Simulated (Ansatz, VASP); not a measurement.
# One calculation of Ge2Sb2Te5, two programs

```
CELL_PARAMETERS angstrom
4.29406 0.00000 0.00000
-2.14703 3.71877 0.00000
0.00000 0.00000 17.10135
ATOMIC_POSITIONS crystal
Ge 0.33333 0.66667 0.89711
Ge 0.66667 0.33333 0.10290
Sb 0.00000 0.00000 0.67993
Sb 0.00000 0.00000 0.32007
Te 0.00000 0.00000 0.00000
Te 0.66667 0.33333 0.79846
Te 0.33333 0.66667 0.20154
Te 0.33333 0.66667 0.58011
Te 0.66667 0.33333 0.41989
```

The cell comes from a database or a generator and needn't be the stable form of this composition.

Alike in both runs: task single point; functional PBE; k mesh 6 × 6 × 1; occupations gaussian, width 0.1 eV; no spin polarisation.

|  | VASP | Ansatz |
| --- | --- | --- |
| version | VASP 6.6.1 | Ansatz 0.2.0 |
| potentials or method | VASP PAW PBE potentials, release 64 (Ge_d, Sb, Te) | scalar-relativistic, plane waves, PAW |
| plane-wave cutoff (eV) | 520 | 420 |
| valence electrons in the cell | 68 | 138 |

Ansatz gave:

```
gap on the k mesh at the Fermi level (eV) : 0.27
least direct gap on the mesh (eV)         : 0.27
pressure (GPa)                            : 0.2
rms of the force components (eV/Å)        : 0.034
```

Task: Which values does VASP return?

Result: gap on the k mesh at the Fermi level (eV): 0.27; least direct gap on the mesh (eV): 0.27; pressure (GPa): 0.2; rms of the force components (eV/Å): 0.033.

Atom by atom the forces differ by 0.008 eV/Å (rms over components). The two sets of potentials don't hold the same shells in valence.

Caveats: spin-orbit coupling is left out, which moves the levels of the heavy elements; an odd mesh through Γ misses points on the zone boundary, where band edges often lie.
